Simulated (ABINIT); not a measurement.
WS2:

```
W S
1.0
     1.57900    0.91164    6.16333
    -1.57900    0.91164    6.16333
     0.00000   -1.82327    6.16333
W S
1 2
Direct
  0.00000 0.00000 0.00000
  0.58100 0.58100 0.58100
  0.75030 0.75030 0.75030
```

Measurements of this composition are mostly on another form, of space group No. 194.

Base run:

| Quantity | Value |
| --- | --- |
| Program | ABINIT 10.8.3 (patched build) |
| Functional | LDA |
| Potentials or basis | PseudoDojo NC SR LDA v0.4.1 standard |
| Cutoff | 816 eV |
| k mesh | 8 × 8 × 8 |
| Occupations | fermi-dirac, width 0.05 eV |
| Spin | no spin polarisation |

Its results: band gap on the k mesh 1.10 eV, indirect (least direct gap 2.28 eV); pressure -4.1 GPa; largest force 0.593 eV/Å.

Problem. The run is repeated on the same cell with these changes: functional from LDA to PBEsol; potentials or basis from PseudoDojo NC SR LDA v0.4.1 standard to PseudoDojo NC SR PBEsol v0.4.1 standard; cutoff from 816 eV to 844 eV. What comes out?

Solution. Band gap on the k mesh 1.12 eV, indirect (least direct gap 2.29 eV); pressure -0.7 GPa; largest force 0.599 eV/Å.

Caveats: spin-orbit coupling is left out, which moves the levels of the heavy elements; the cutoff is short for stress, so the pressure is rough (some runs).

A k mesh can miss the band edges.
